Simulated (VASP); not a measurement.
## A VASP 6.6.1 single-point calculation on MoS$_{2}$

INCAR

```
LDAU = .TRUE.
ISIF = 2
ENCUT = 200
LMAXMIX = 4
LWAVE = .FALSE.
SIGMA = 0.02
NELM = 120
LDAUTYPE = 2
LDAUJ = 0 0
LDAUU = 1.0 0
EDIFF = 1E-7
NSW = 0
GGA = PS
ISMEAR = -1
LASPH = .TRUE.
PREC = Accurate
NBANDS = 20
LDAUL = 2 -1
LREAL = .FALSE.
IBRION = -1
LCHARG = .FALSE.
```

KPOINTS

```
KPOINTS created by Atomic Simulation Environment
0
Gamma
12 12 4
0 0 0
```

POSCAR

```
Mo S
 1.0000000000000000
     3.2202374464190364   -0.0000000000000000    0.0000000000000000
    -1.6101187232095182    2.7888074348168157   -0.0000000000000000
     0.0000000000000000   -0.0000000000000000    5.9450267968125630
 Mo  S
   1   2
Cartesian
 -0.0000000000000000  0.0000000000000000 -0.0000000000000000
 -0.0000000000000000  1.8592049565445441  1.5458917519004469
  1.6101187232095178  0.9296024782722720  4.3991350449121187
```

The recommended PBE PAW datasets give the neutral cell 26 valence electrons.

Command

```
mpirun -np 1 vasp_std
```

OSZICAR

```
N       E                     dE             d eps       ncg     rms          rms(c)
DAV:   1     0.648910074398E+02    0.64891E+02   -0.83876E+03  3432   0.598E+02
DAV:   2    -0.205719491959E+02   -0.85463E+02   -0.83449E+02  3520   0.186E+02
DAV:   3    -0.227805577447E+02   -0.22086E+01   -0.21924E+01  3372   0.265E+01
DAV:   4    -0.227984180159E+02   -0.17860E-01   -0.17844E-01  3256   0.245E+00
DAV:   5    -0.227986183936E+02   -0.20038E-03   -0.20035E-03  3460   0.222E-01    0.289E+01
DAV:   6    -0.215542155123E+02    0.12444E+01   -0.14954E+01  2872   0.211E+01    0.116E+01
DAV:   7    -0.212204886316E+02    0.33373E+00   -0.67629E+00  2824   0.124E+01    0.793E+00
DAV:   8    -0.210119695353E+02    0.20852E+00   -0.10909E+00  3012   0.560E+00    0.192E+00
DAV:   9    -0.210134340713E+02   -0.14645E-02   -0.24509E-02  3196   0.889E-01    0.703E-01
DAV:  10    -0.210122079528E+02    0.12261E-02   -0.11180E-02  3056   0.666E-01    0.108E-01
DAV:  11    -0.210121353731E+02    0.72580E-04   -0.98924E-04  3124   0.178E-01    0.601E-02
DAV:  12    -0.210121140911E+02    0.21282E-04   -0.82345E-05  3104   0.435E-02    0.202E-02
DAV:  13    -0.210121195652E+02   -0.54741E-05   -0.10889E-05  3056   0.173E-02    0.552E-03
DAV:  14    -0.210121196729E+02   -0.10773E-06   -0.33996E-07  3288   0.311E-03    0.439E-03
DAV:  15    -0.210121197233E+02   -0.50386E-07   -0.40306E-07  3004   0.310E-03
   1 F= -.21012120E+02 E0= -.21011484E+02  d E =-.127078E-02
```

Standard output (part)

```
POSCAR found type information on POSCAR MoS
 POSCAR found :  2 types and       3 ions
 LDA part: xc-table for (Slater+PW92), standard interpolation
 POSCAR, INCAR and KPOINTS ok, starting setup
 WAVECAR not read
 entering main loop
```

From OUTCAR

```
k-points           NKPTS =     69   k-points in BZ     NKDIM =     69   number of bands    NBANDS=     20

   NELECT =      26.0000    total number of electrons

   dimension x,y,z NGX =    16 NGY =   16 NGZ =   28
   dimension x,y,z NGXF=    32 NGYF=   32 NGZF=   56

  energy-cutoff  :      200.00
  volume of cell :       53.39
      direct lattice vectors                 reciprocal lattice vectors
     3.220237446  0.000000000  0.000000000     0.310536107  0.179288105  0.000000000
    -1.610118723  2.788807435  0.000000000     0.000000000  0.358576210  0.000000000
     0.000000000  0.000000000  5.945026797     0.000000000  0.000000000  0.168207820

 k-points in reciprocal lattice and weights: KPOINTS created by Atomic Simulation Env
   0.00000000  0.00000000  0.00000000       0.002
   0.08333333  0.00000000  0.00000000       0.010
   0.16666667  0.00000000  0.00000000       0.010
   0.25000000  0.00000000  0.00000000       0.010
   0.33333333  0.00000000  0.00000000       0.010
   0.41666667  0.00000000  0.00000000       0.010
   0.50000000  0.00000000  0.00000000       0.005
   0.08333333  0.08333333  0.00000000       0.010
   ...

 E-fermi :   7.7246

 k-point     1 :       0.0000    0.0000    0.0000
  band No.  band energies     occupation
      1     -54.3086      2.00000
      2     -28.1595      2.00000
      3     -28.1595      2.00000
      4     -28.1407      2.00000
      5      -7.3520      2.00000
      6      -5.6440      2.00000
      7       0.6701      2.00000
      8       3.6802      2.00000
      9       3.6802      2.00000
     10       6.3292      2.00000
     11       6.5344      2.00000
     12       6.7575      2.00000
     13       6.7575      2.00000
     14       7.4100      2.00000
     15       7.4100      2.00000
     16      10.7825      0.00000
     17      10.7825      0.00000
     18      13.5829      0.00000
     19      14.0756      0.00000
     20      17.3152      0.00000

 k-point     2 :       0.0833    0.0000    0.0000
  band No.  band energies     occupation
      1     -54.3068      2.00000
      2     -28.1971      2.00000
      3     -28.1757      2.00000
      4     -28.1575      2.00000
      5      -7.2453      2.00000
      6      -5.6256      2.00000
      7       0.8057      2.00000
      8       3.4461      2.00000
      9       3.7325      2.00000
     10       6.0179      2.00000
     11       6.3389      2.00000
     12       6.4429      2.00000
     13       6.5776      2.00000
     14       7.6027      1.99550
     15       7.7855      0.09062
     16      10.5329      0.00000
     17      10.7534      0.00000
     18      14.1597      0.00000
     19      14.4911      0.00000
     20      17.0148      0.00000

 k-point     3 :       0.1667    0.0000    0.0000
  band No.  band energies     occupation
      1     -54.3009      2.00000
      2     -28.2609      2.00000
      3     -28.1640      2.00000
      4     -28.1443      2.00000
      5      -6.9399      2.00000
      6      -5.5720      2.00000
      7       1.1948      2.00000
      8       3.0036      2.00000
      9       3.8688      2.00000
     10       4.7669      2.00000
     11       5.8485      2.00000
     12       6.4022      2.00000
     13       6.4646      2.00000
     14       7.7977      0.05038
     15       8.2168      0.00000
     16      10.4370      0.00000
     17      10.7823      0.00000
     18      15.1094      0.00000
     19      15.3140      0.00000
     20      16.7418      0.00000

 ...

  Total      -10.4207335    -10.4207335     -9.8884861     -0.0000000     -0.0000000      0.0000000
  in kB     -312.7149405   -312.7149405   -296.7427714     -0.0000000     -0.0000000      0.0000000
  external PRESSURE =    -307.3908842 kB  Pullay stress =       0.0000000 kB

 POSITION                                       TOTAL-FORCE (eV/Angst)
 -----------------------------------------------------------------------------------
      0.00000      0.00000      0.00000         0.000000      0.000000      0.000000
      0.00000      1.85920      1.54589         0.000000     -0.000000     -0.046656
      1.61012      0.92960      4.39914        -0.000000      0.000000      0.046656
 -----------------------------------------------------------------------------------
    total drift:                                0.000000      0.000000     -0.000000

  FREE ENERGIE OF THE ION-ELECTRON SYSTEM (eV)
  ---------------------------------------------------
  free  energy   TOTEN  =       -21.0121197233 eV

  energy  without entropy=      -21.0108489468  energy(sigma->0) =      -21.01148434
```

It converged. Results: gap between bands v and c on the k mesh -1.06 eV (bands overlap: a metal); least direct gap on the k mesh 0.00 eV; pressure -30.7 GPa; largest force 0.05 eV/Å. Band v is the last that the valence electrons fill when counted band by band, and c is the next.

For comparison, a separate PBEsol run of the intended cell, on usual settings and not on those above, gives a gap of -1.06 eV on its mesh and a pressure of -2.8 GPa.

The run above took about 7.2 s on one core of a shared host (Intel Xeon 6975P-C) and held 0.13 GiB at most.
